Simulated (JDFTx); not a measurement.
BN:

```
N B
1.0
     0.00000    3.49532    2.16609
     1.25163    0.00000    2.16609
     1.25163    3.49532    0.00000
N B
1 1
Cartesian
  1.2516 3.4953 2.8881
  1.2516 3.4953 0.0002
```

Measurements of this composition are mostly on another form, of space group No. 194.

| Property | Result |
| --- | --- |
| Program | JDFTx 1.7.0 (patched build) |
| Task | single point |
| Functional | PBE |
| Potentials or basis | PseudoDojo-SR-PBE-0.5-standard |
| Cutoff | 1143 eV |
| Density cutoff | 9143 eV |
| k mesh | 13 × 13 × 13 |
| Occupations | fermi-dirac, width 0.05 eV |
| Spin | no spin polarisation |

On this cell: pressure 2.9 GPa; largest force 0.010 eV/Å; band gap on the k mesh 3.93 eV, indirect (least direct gap 4.68 eV).

The same run follows on a disturbed copy (atoms moved at random, drawn with an rms of 0.05 Å):

```
CELL_PARAMETERS angstrom
0.00000 3.49532 2.16609
1.25163 0.00000 2.16609
1.25163 3.49532 0.00000
ATOMIC_POSITIONS crystal
N 0.66082 0.69742 0.32683
B 0.00701 0.00787 0.99074
```

**Question.** What changes?

**Answer.** The energy moves by +19.4 meV/atom; pressure 3.4 GPa; largest force 1.605 eV/Å; band gap on the k mesh 3.75 eV, indirect (least direct gap 4.67 eV).

Forces on the atoms (eV/Å):
```
N   -1.250  0.459 -0.895
B    1.250 -0.459  0.895
```

Stress tensor (GPa, compression positive):
```
 1.93  0.37 -3.29
 0.37  1.55  0.22
-3.29  0.22  6.60
```

Caveats: an odd mesh through Γ misses points on the zone boundary, where band edges often lie; the empty levels aren't tightly converged (some runs).
